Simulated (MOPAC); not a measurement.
# SnSe at PM7: moving one setting at a time

Aim: start from a run with usual settings and see what each changed setting does to the results.

Computed with MOPAC 23.2.5 (PM7, atoms fixed, no spin polarisation, unless a step's input says otherwise).

## Step 1: The starting structure

It takes space group Fm-3m (No. 225, cubic). Conventional cell: a = 6.004 Å, b = 6.004 Å, c = 6.004 Å, α = 90.00°, β = 90.00°, γ = 90.00°. Sn (site symmetry m-3m) is surrounded by 6 Se at 3.00 Å. Around Se (site symmetry m-3m) lie 6 Sn at 3.00 Å.

As a file:

```xyz
2
Lattice="0.0000 3.0021 3.0021 3.0021 0.0000 3.0021 3.0021 3.0021 0.0000" Properties=species:S:1:pos:R:3 pbc="T T T"
Sn    0.0000    0.0000    0.0000
Se    3.0021    3.0021    3.0021
```

The structure type (rocksalt) is imposed and need not be the compound's stable one.

## Step 2: The reference run

The gap of PM6 and PM7 is a difference of Hartree-Fock-like orbital energies, with no screening; it often comes out too large, and it hangs on the parameters.

run.mop reads:

```
PM7 1SCF GRADIENTS AUX(PRECISION=6) THREADS=1
crystal as a cluster of 2x2x2 conventional cells

Sn 6.004226 1 0.000000 1 0.000000 1
Se 9.006339 1 3.002113 1 3.002113 1
Sn 9.006339 1 3.002113 1 0.000000 1
Se 0.000000 1 6.004226 1 3.002113 1
Sn 9.006339 1 0.000000 1 3.002113 1
Se 0.000000 1 3.002113 1 6.004226 1
Sn 0.000000 1 0.000000 1 0.000000 1
Se 3.002113 1 3.002113 1 3.002113 1
Sn 3.002113 1 3.002113 1 0.000000 1
Se 6.004226 1 6.004226 1 3.002113 1
Sn 6.004226 1 6.004226 1 0.000000 1
Se 9.006339 1 9.006339 1 3.002113 1
Sn 9.006339 1 9.006339 1 0.000000 1
Se 0.000000 1 0.000000 1 3.002113 1
Sn 3.002113 1 0.000000 1 3.002113 1
Se 6.004226 1 3.002113 1 6.004226 1
Sn 6.004226 1 3.002113 1 3.002113 1
Se 9.006339 1 6.004226 1 6.004226 1
Sn 9.006339 1 6.004226 1 3.002113 1
Se 0.000000 1 9.006339 1 6.004226 1
Sn 6.004226 1 0.000000 1 6.004226 1
Se 9.006339 1 3.002113 1 9.006339 1
Sn 9.006339 1 3.002113 1 6.004226 1
Se 0.000000 1 6.004226 1 9.006339 1
Sn 9.006339 1 0.000000 1 9.006339 1
Se 0.000000 1 3.002113 1 0.000000 1
Sn 0.000000 1 6.004226 1 0.000000 1
Se 3.002113 1 9.006339 1 3.002113 1
Sn 3.002113 1 9.006339 1 0.000000 1
Se 6.004226 1 0.000000 1 3.002113 1
Sn 0.000000 1 3.002113 1 3.002113 1
Se 3.002113 1 6.004226 1 6.004226 1
Sn 3.002113 1 6.004226 1 3.002113 1
Se 6.004226 1 9.006339 1 6.004226 1
Sn 6.004226 1 9.006339 1 3.002113 1
Se 9.006339 1 0.000000 1 6.004226 1
Sn 0.000000 1 0.000000 1 6.004226 1
Se 3.002113 1 3.002113 1 9.006339 1
Sn 3.002113 1 3.002113 1 6.004226 1
Se 6.004226 1 6.004226 1 9.006339 1
Sn 6.004226 1 6.004226 1 6.004226 1
Se 9.006339 1 9.006339 1 9.006339 1
Sn 9.006339 1 9.006339 1 6.004226 1
Se 0.000000 1 0.000000 1 9.006339 1
Sn 3.002113 1 0.000000 1 9.006339 1
Se 6.004226 1 3.002113 1 0.000000 1
Sn 6.004226 1 3.002113 1 9.006339 1
Se 9.006339 1 6.004226 1 0.000000 1
Sn 9.006339 1 6.004226 1 9.006339 1
Se 0.000000 1 9.006339 1 0.000000 1
Sn 0.000000 1 9.006339 1 3.002113 1
Se 3.002113 1 0.000000 1 6.004226 1
Sn 0.000000 1 6.004226 1 6.004226 1
Se 3.002113 1 9.006339 1 9.006339 1
Sn 3.002113 1 9.006339 1 6.004226 1
Se 6.004226 1 0.000000 1 9.006339 1
Sn 0.000000 1 3.002113 1 9.006339 1
Se 3.002113 1 6.004226 1 0.000000 1
Sn 3.002113 1 6.004226 1 9.006339 1
Se 6.004226 1 9.006339 1 0.000000 1
Sn 6.004226 1 9.006339 1 9.006339 1
Se 9.006339 1 0.000000 1 0.000000 1
Sn 0.000000 1 9.006339 1 9.006339 1
Se 3.002113 1 0.000000 1 0.000000 1
Tv 12.008453 1 0.000000 1 0.000000 1
Tv 0.000000 1 12.008453 1 0.000000 1
Tv 0.000000 1 0.000000 1 12.008453 1
```

The run is started by

```
$ mopac run.mop
```

The program printed, shortened:

```text
[...]
           Empirical Formula: Sn32 Se32  =    64 atoms
[...]
     SCF FIELD WAS ACHIEVED
[...]
                                                       MOPAC v23.2.5 Linux
          FINAL HEAT OF FORMATION =       -139.34576 KCAL/MOL =    -583.02266 KJ/MOL
          H.o.F. per unit cell    =         -4.35455 KCAL, for 32 unit cells, unit cell = Sn1 Se1
          GRADIENT NORM           =        542.55065          =       67.81883 PER ATOM
          IONIZATION POTENTIAL    =          8.578699 EV
          HOMO LUMO ENERGIES (EV) =         -8.579 -4.991
          NO. OF FILLED LEVELS    =        160
          MOLECULAR WEIGHT        =       6324.8000         POINT GROUP:  Td
          VOLUME OF UNIT CELL     =       1731.654 CUBIC ANGSTROMS
          DENSITY                 =          6.065 GRAMS/CC
                              A   =         12.008 ANGSTROMS
                              B   =         12.008 ANGSTROMS
                              C   =         12.008 ANGSTROMS
[...]
                             CARTESIAN COORDINATES
   1   Sn        6.004226000     0.000000000     0.000000000
   2   Se        9.006339000     3.002113000     3.002113000
   3   Sn        9.006339000     3.002113000     0.000000000
   4   Se        0.000000000     6.004226000     3.002113000
   5   Sn        9.006339000     0.000000000     3.002113000
   6   Se        0.000000000     3.002113000     6.004226000
   7   Sn        0.000000000     0.000000000     0.000000000
   8   Se        3.002113000     3.002113000     3.002113000
   9   Sn        3.002113000     3.002113000     0.000000000
  10   Se        6.004226000     6.004226000     3.002113000
  11   Sn        6.004226000     6.004226000     0.000000000
  12   Se        9.006339000     9.006339000     3.002113000
  13   Sn        9.006339000     9.006339000     0.000000000
[...]
              NET ATOMIC CHARGES AND DIPOLE CONTRIBUTIONS
  ATOM NO.   TYPE          CHARGE      No. of ELECS.   s-Pop       p-Pop
    1         Sn           0.817586        3.1824     1.99974     1.18268
    2         Se          -0.817825        6.8178     1.93319     4.88463
    3         Sn           0.817586        3.1824     1.99974     1.18268
    4         Se          -0.817825        6.8178     1.93319     4.88463
    5         Sn           0.817586        3.1824     1.99974     1.18268
    6         Se          -0.817825        6.8178     1.93319     4.88463
    7         Sn           0.818045        3.1820     1.99974     1.18222
    8         Se          -0.818754        6.8188     1.93320     4.88556
    9         Sn           0.817128        3.1829     1.99974     1.18314
   10         Se          -0.818754        6.8188     1.93320     4.88556
   11         Sn           0.817128        3.1829     1.99974     1.18314
   12         Se          -0.816892        6.8169     1.93319     4.88370
[...]
 * JOB ENDED NORMALLY *
[...]
```

It took 2.9 s on 1 thread of Arm Neoverse V1, shared host; peak memory 0.023 GiB.

Gap 3.59 eV. The 64 atoms of the cluster fold only a few k-points onto the zone centre, so gap and energy may not be converged in the cluster's size.

## Step 3: Change: method = AM1

run.mop: that of step 2 with these lines changed.

```diff
@@ -1,2 +1,2 @@
-PM7 1SCF GRADIENTS AUX(PRECISION=6) THREADS=1
+AM1 1SCF GRADIENTS AUX(PRECISION=6) THREADS=1
 crystal as a cluster of 2x2x2 conventional cells
```

The run is started by

```
$ mopac run.mop
```

The program printed, shortened:

```text
[...]
           Empirical Formula: Sn32 Se32  =    64 atoms
[...]
     SCF FIELD WAS ACHIEVED
[...]
                                                       MOPAC v23.2.5 Linux
          FINAL HEAT OF FORMATION =      -1120.52802 KCAL/MOL =   -4688.28926 KJ/MOL
          H.o.F. per unit cell    =        -35.01650 KCAL, for 32 unit cells, unit cell = Sn1 Se1
          GRADIENT NORM           =         79.86842          =       9.98355 PER ATOM
          IONIZATION POTENTIAL    =          7.038120 EV
          HOMO LUMO ENERGIES (EV) =         -7.038 -4.650
          NO. OF FILLED LEVELS    =        160
          MOLECULAR WEIGHT        =       6324.8000         POINT GROUP:  Td
          VOLUME OF UNIT CELL     =       1731.654 CUBIC ANGSTROMS
          DENSITY                 =          6.065 GRAMS/CC
                              A   =         12.008 ANGSTROMS
                              B   =         12.008 ANGSTROMS
                              C   =         12.008 ANGSTROMS
[...]
              NET ATOMIC CHARGES AND DIPOLE CONTRIBUTIONS
  ATOM NO.   TYPE          CHARGE      No. of ELECS.   s-Pop       p-Pop
    1         Sn           1.389552        2.6104     1.96550     0.64495
    2         Se          -1.390486        7.3905     1.96456     5.42592
    3         Sn           1.389552        2.6104     1.96550     0.64495
    4         Se          -1.390486        7.3905     1.96456     5.42592
    5         Sn           1.389552        2.6104     1.96550     0.64495
    6         Se          -1.390486        7.3905     1.96456     5.42592
    7         Sn           1.390981        2.6090     1.96573     0.64329
    8         Se          -1.393796        7.3938     1.96439     5.42940
    9         Sn           1.388123        2.6119     1.96527     0.64661
   10         Se          -1.393796        7.3938     1.96439     5.42940
   11         Sn           1.388123        2.6119     1.96527     0.64661
   12         Se          -1.387185        7.3872     1.96473     5.42245
[...]
 * JOB ENDED NORMALLY *
[...]
```

Wall time 3.7 s (1 thread of Arm Neoverse V1, shared host); peak memory 0.022 GiB.

Totals of another method or basis aren't compared here.

## Step 4: Change: method = MNDO

run.mop: that of step 3 with these lines changed.

```diff
@@ -1,2 +1,2 @@
-AM1 1SCF GRADIENTS AUX(PRECISION=6) THREADS=1
+MNDO 1SCF GRADIENTS AUX(PRECISION=6) THREADS=1
 crystal as a cluster of 2x2x2 conventional cells
```

The run is started by

```
$ mopac run.mop
```

The program printed, shortened:

```text
[...]
           Empirical Formula: Sn32 Se32  =    64 atoms
[...]
     SCF FIELD WAS ACHIEVED
[...]
                                                       MOPAC v23.2.5 Linux
          FINAL HEAT OF FORMATION =      -2747.06503 KCAL/MOL =  -11493.72009 KJ/MOL
          H.o.F. per unit cell    =        -85.84578 KCAL, for 32 unit cells, unit cell = Sn1 Se1
          GRADIENT NORM           =        411.20210          =       51.40026 PER ATOM
          IONIZATION POTENTIAL    =          8.662990 EV
          HOMO LUMO ENERGIES (EV) =         -8.663 -1.402
          NO. OF FILLED LEVELS    =        160
          MOLECULAR WEIGHT        =       6324.8000         POINT GROUP:  Td
          VOLUME OF UNIT CELL     =       1731.654 CUBIC ANGSTROMS
          DENSITY                 =          6.065 GRAMS/CC
                              A   =         12.008 ANGSTROMS
                              B   =         12.008 ANGSTROMS
                              C   =         12.008 ANGSTROMS
[...]
              NET ATOMIC CHARGES AND DIPOLE CONTRIBUTIONS
  ATOM NO.   TYPE          CHARGE      No. of ELECS.   s-Pop       p-Pop
    1         Sn           1.379520        2.6205     1.99323     0.62725
    2         Se          -1.379208        7.3792     1.85508     5.52413
    3         Sn           1.379520        2.6205     1.99323     0.62725
    4         Se          -1.379208        7.3792     1.85508     5.52413
    5         Sn           1.379520        2.6205     1.99323     0.62725
    6         Se          -1.379208        7.3792     1.85508     5.52413
    7         Sn           1.380425        2.6196     1.99323     0.62635
    8         Se          -1.379486        7.3795     1.85485     5.52463
    9         Sn           1.378616        2.6214     1.99322     0.62816
   10         Se          -1.379486        7.3795     1.85485     5.52463
   11         Sn           1.378616        2.6214     1.99322     0.62816
   12         Se          -1.378929        7.3789     1.85531     5.52362
[...]
 * JOB ENDED NORMALLY *
[...]
```

It took 2.6 s on 1 thread of Arm Neoverse V1, shared host; peak memory 0.022 GiB.

Totals of another method or basis aren't compared here.

## Step 5: Change: CUTOFP = 40

run.mop: that of step 4 with these lines changed.

```diff
@@ -1,2 +1,2 @@
-MNDO 1SCF GRADIENTS AUX(PRECISION=6) THREADS=1
+PM7 1SCF CUTOFP=40 GRADIENTS AUX(PRECISION=6) THREADS=1
 crystal as a cluster of 2x2x2 conventional cells
```

The run is started by

```
$ mopac run.mop
```

The program printed, shortened:

```text
[...]
           Empirical Formula: Sn32 Se32  =    64 atoms
[...]
     SCF FIELD WAS ACHIEVED
[...]
                                                       MOPAC v23.2.5 Linux
          FINAL HEAT OF FORMATION =       -133.57457 KCAL/MOL =    -558.87602 KJ/MOL
          H.o.F. per unit cell    =         -4.17421 KCAL, for 32 unit cells, unit cell = Sn1 Se1
          GRADIENT NORM           =        575.01257          =       71.87657 PER ATOM
          IONIZATION POTENTIAL    =          8.569708 EV
          HOMO LUMO ENERGIES (EV) =         -8.570 -4.987
          NO. OF FILLED LEVELS    =        160
          MOLECULAR WEIGHT        =       6324.8000         POINT GROUP:  Td
          VOLUME OF UNIT CELL     =       1731.654 CUBIC ANGSTROMS
          DENSITY                 =          6.065 GRAMS/CC
                              A   =         12.008 ANGSTROMS
                              B   =         12.008 ANGSTROMS
                              C   =         12.008 ANGSTROMS
[...]
              NET ATOMIC CHARGES AND DIPOLE CONTRIBUTIONS
  ATOM NO.   TYPE          CHARGE      No. of ELECS.   s-Pop       p-Pop
    1         Sn           0.815932        3.1841     1.99974     1.18433
    2         Se          -0.816166        6.8162     1.93315     4.88302
    3         Sn           0.815932        3.1841     1.99974     1.18433
    4         Se          -0.816166        6.8162     1.93315     4.88302
    5         Sn           0.815932        3.1841     1.99974     1.18433
    6         Se          -0.816166        6.8162     1.93315     4.88302
    7         Sn           0.816388        3.1836     1.99974     1.18388
    8         Se          -0.817082        6.8171     1.93315     4.88394
    9         Sn           0.815477        3.1845     1.99974     1.18479
   10         Se          -0.817082        6.8171     1.93315     4.88394
   11         Sn           0.815477        3.1845     1.99974     1.18479
   12         Se          -0.815246        6.8152     1.93314     4.88210
[...]
 * JOB ENDED NORMALLY *
[...]
```

It took 3.4 s on 1 thread of Arm Neoverse V1, shared host; peak memory 0.028 GiB.

Against the reference run the gap moves by -0.01 eV and the energy by +3.9 meV/atom.

## Step 6: Change: method = PM6-ORG

run.mop: that of step 5 with these lines changed.

```diff
@@ -1,2 +1,2 @@
-PM7 1SCF CUTOFP=40 GRADIENTS AUX(PRECISION=6) THREADS=1
+PM6-ORG 1SCF GRADIENTS AUX(PRECISION=6) THREADS=1
 crystal as a cluster of 2x2x2 conventional cells
```

The run is started by

```
$ mopac run.mop
```

The program printed:

```text
[... start of the log left out ...]
    52        Se          3.0021      0.0000      6.0042
    53        Sn          0.0000      6.0042      6.0042
    54        Se          3.0021      9.0063      9.0063
    55        Sn          3.0021      9.0063      6.0042
    56        Se          6.0042      0.0000      9.0063
    57        Sn          0.0000      3.0021      9.0063
    58        Se          3.0021      6.0042      0.0000
    59        Sn          3.0021      6.0042      9.0063
    60        Se          6.0042      9.0063      0.0000
    61        Sn          6.0042      9.0063      9.0063
    62        Se          9.0063      0.0000      0.0000
    63        Sn          0.0000      9.0063      9.0063
    64        Se          3.0021      0.0000      0.0000

          DATA ARE NOT AVAILABLE FOR ELEMENT NO. 50

          Parameters for some elements are missing

           Empirical Formula: Sn32 Se32  =    64 atoms

 ******************************************************************************
 *                                                                            *
 *     Error and normal termination messages reported in this calculation     *
 *                                                                            *
 * Parameters for some elements are missing                                   *
 * JOB ENDED NORMALLY                                                         *
 *                                                                            *
 ******************************************************************************

 TOTAL JOB TIME:             0.00 SECONDS

 == MOPAC DONE ==
```

Run time: 0.04 s. Hardware: 1 thread of Arm Neoverse V1, shared host; peak memory 0.014 GiB.

The program refused the job: «Parameters for some elements are missing».

## Step 7: Change: CHARGE = 2

run.mop: that of step 6 with these lines changed.

```diff
@@ -1,2 +1,2 @@
-PM6-ORG 1SCF GRADIENTS AUX(PRECISION=6) THREADS=1
+PM7 1SCF CHARGE=2 GRADIENTS AUX(PRECISION=6) THREADS=1
 crystal as a cluster of 2x2x2 conventional cells
```

The run is started by

```
$ mopac run.mop
```

The program printed:

```text
[... start of the log left out ...]
                              PM7 CALCULATION RESULTS

 *******************************************************************************
 *  PM7        - The PM7 Hamiltonian to be used
 *
 *
 *
 *                 CHARGE ON SYSTEM = +2
 *
 *
 *

          INFINITE SYSTEMS MUST HAVE A ZERO CHARGE ON THE UNIT CELL

          Unit cell has a charge. Correct fault and re-submit
 *
 *  Errors detected in keywords.  Job stopped here to avoid wasting time.
 *
 *******************************************************************************

 ******************************************************************************
 *                                                                            *
 *     Error and normal termination messages reported in this calculation     *
 *                                                                            *
 * Unit cell has a charge. Correct fault and re-submit                        *
 * JOB ENDED NORMALLY                                                         *
 *                                                                            *
 ******************************************************************************

 TOTAL JOB TIME:             0.00 SECONDS

 == MOPAC DONE ==
```

It took 0.04 s on 1 thread of Arm Neoverse V1, shared host; peak memory 0.014 GiB.

The program refused the job: «Unit cell has a charge. Correct fault and re-submit».

## Step 8: Change: cluster = 1x1x1

run.mop reads:

```
PM7 1SCF GRADIENTS AUX(PRECISION=6) THREADS=1
crystal as a cluster of 1x1x1 conventional cells

Sn 0.000000 1 0.000000 1 0.000000 1
Se 3.002113 1 3.002113 1 3.002113 1
Sn 3.002113 1 3.002113 1 0.000000 1
Se 0.000000 1 0.000000 1 3.002113 1
Sn 3.002113 1 0.000000 1 3.002113 1
Se 0.000000 1 3.002113 1 0.000000 1
Sn 0.000000 1 3.002113 1 3.002113 1
Se 3.002113 1 0.000000 1 0.000000 1
Tv 6.004226 1 0.000000 1 0.000000 1
Tv 0.000000 1 6.004226 1 0.000000 1
Tv 0.000000 1 0.000000 1 6.004226 1
```

The run is started by

```
$ mopac run.mop
```

The program printed:

```text
[... start of the log left out ...]

     1        Sn          0.0000      0.0000      0.0000
     2        Se          3.0021      3.0021      3.0021
     3        Sn          3.0021      3.0021      0.0000
     4        Se          0.0000      0.0000      3.0021
     5        Sn          3.0021      0.0000      3.0021
     6        Se          0.0000      3.0021      0.0000
     7        Sn          0.0000      3.0021      3.0021
     8        Se          3.0021      0.0000      0.0000

 General Reference for PM7:
 "Optimization of Parameters for Semiempirical Methods VI: More Modifications to the
 NDDO Approximations and Re-optimization of Parameters", J. J. P. Stewart, J. Mol. Mod., 1:32, 19 (2013)

           Empirical Formula: Sn4 Se4  =     8 atoms

          Excessive size of lattice vector summation
          To avoid this problem, pack atoms more tightly in the central unit cell (try MAKPOL)
          To over-ride this safety check, add keyword 'GEO-OK'

 ******************************************************************************
 *                                                                            *
 *     Error and normal termination messages reported in this calculation     *
 *                                                                            *
 * Excessive size of lattice vector summation                                 *
 * JOB ENDED NORMALLY                                                         *
 *                                                                            *
 ******************************************************************************

 TOTAL JOB TIME:             0.00 SECONDS

 == MOPAC DONE ==
```

Run time: 0.04 s. Hardware: 1 thread of Arm Neoverse V1, shared host; peak memory 0.014 GiB.

The program refused the job: «Excessive size of lattice vector summation».

## Step 9: Results

| change | ends | gap (eV) | energy (meV/atom) | pressure (GPa) | time |
| --- | --- | --- | --- | --- | --- |
| none | converged | 3.59 | 0 | – | 2.9 s |
| method = AM1 | converged | -1.20 | – | – | 3.7 s |
| method = MNDO | converged | +3.67 | – | – | 2.6 s |
| CUTOFP = 40 | converged | -0.01 | +3.9 | – | 3.4 s |
| method = PM6-ORG | refused | – | – | – | 0.04 s |
| CHARGE = 2 | refused | – | – | – | 0.04 s |
| cluster = 1x1x1 | refused | – | – | – | 0.04 s |

The first row holds values, the others changes from it. Keys are the program's: temperature in eV (tblite) or K (CP2K), cutoffs in Ry, CUTOFP in Å. CUTOFP = 40 moves the energy by +3.9 meV/atom. 3 of the 6 changes gave no result. The changed runs test settings; they are no properties of the crystal.
